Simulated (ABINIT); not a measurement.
Input of an ABINIT 10.8.3 (patched build) run:

run.abi

```
ndtset 7
getwfk -1
scalecart1 3*0.9795861087
scalecart2 3*0.9864848297
scalecart3 3*0.9932883884
scalecart4 3*1.0000000000
scalecart5 3*1.0066227096
scalecart6 3*1.0131594038
scalecart7 3*1.0196128224

pp_dirpath "./"
pseudos "Cr.GGA_PBE-JTH.xml"

acell 4.8587547043 4.8587547043 4.8587547043
rprim
    -0.5773502692     0.5773502692     0.5773502692
     0.5773502692    -0.5773502692     0.5773502692
     0.5773502692     0.5773502692    -0.5773502692
ntypat 1
znucl 24
natom 1
typat 1
xred
     0.0000000000     0.0000000000     0.0000000000

ecut 23.0
pawecutdg 45.0
pawxcdev 0

kptopt 1
ngkpt 12 12 12
nshiftk 1
shiftk 0.0 0.0 0.0

ixc 11

nband 12
occopt 3
tsmear 0.05 eV

nsppol 2
spinat
     0.0000000000     0.0000000000     3.0000000000

nstep 100
tolvrs 1.0e-9

iomode 3
prtwf 1
prtden 0
prteig 0
prtebands 0
enunit 2
```

Potentials or basis: JTH PAW PBE v2.0.

Run with:

```sh
$ abinit run.abi > log 2>&1
```

Problem. What does it give for the equilibrium volume?

Solution. 11.50 Å³/atom (rough: see the caveat).

Problem. What does it give for the bulk modulus?

Solution. 251 GPa (rough).

Energy against volume, from the lowest point:
```csv
volume (Å³/atom),energy (meV/atom)
12.299,0.00
12.561,26.93
12.823,59.53
13.084,97.27
13.346,139.43
13.608,185.56
13.870,235.22
```

Caveat: pressures at fixed basis lie under the slope of the energies; the minimum lies outside the volumes run.
